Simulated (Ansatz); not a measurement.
Co:

```
Co
1.0
     2.47200    0.00000    0.00000
    -1.23600    2.14081    0.00000
     0.00000    0.00000    4.02114
Co
2
Cartesian
  1.2360 0.7136 3.0159
  0.0000 1.4272 1.0053
```

```yaml
Program: Ansatz 0.2.0
Task: single point
Functional: PBEsol
Potentials_or_basis: all-electron LAPW, scalar-relativistic
Cutoff: 315 eV (chosen from the basis error)
Basis_error_allowed: 0.001 eV/atom
k_mesh: 12 × 12 × 7
Occupations: fermi-dirac, width 0.05 eV
Spin: collinear spin, ferromagnetic start
Starting_moments: "[2.0, 2.0] μB"
```

On this cell: pressure -5.8 GPa; largest force under 0.003 eV/Å; net moment 3.20 μB per cell; site moments Co +1.65 μB; band gap on the k mesh none (metal or under the smearing width).

The same run follows on a disturbed copy (atoms moved at random, drawn with an rms of 0.05 Å):

```xyz
2
Lattice="2.4720 0.0000 0.0000 -1.2360 2.1408 0.0000 0.0000 0.0000 4.0211" Properties=species:S:1:pos:R:3 pbc="T T T"
Co    1.2570    0.6694    2.9866
Co    0.0418    1.3977    0.9655
```

**Question.** What changes?

**Answer.** The energy (extrapolated to zero smearing) moves by +0.6 meV/atom; pressure -5.8 GPa; largest force 0.091 eV/Å; net moment 3.20 μB per cell; site moments Co +1.65 μB; band gap on the k mesh none (metal or under the smearing width).

Forces on the atoms (eV/Å):
```
Co   0.053  0.038 -0.063
Co  -0.053 -0.038  0.063
```

Stress tensor (GPa, compression positive):
```
-5.15 -0.38 -0.03
-0.38 -4.60 -0.02
-0.03 -0.02 -7.62
```
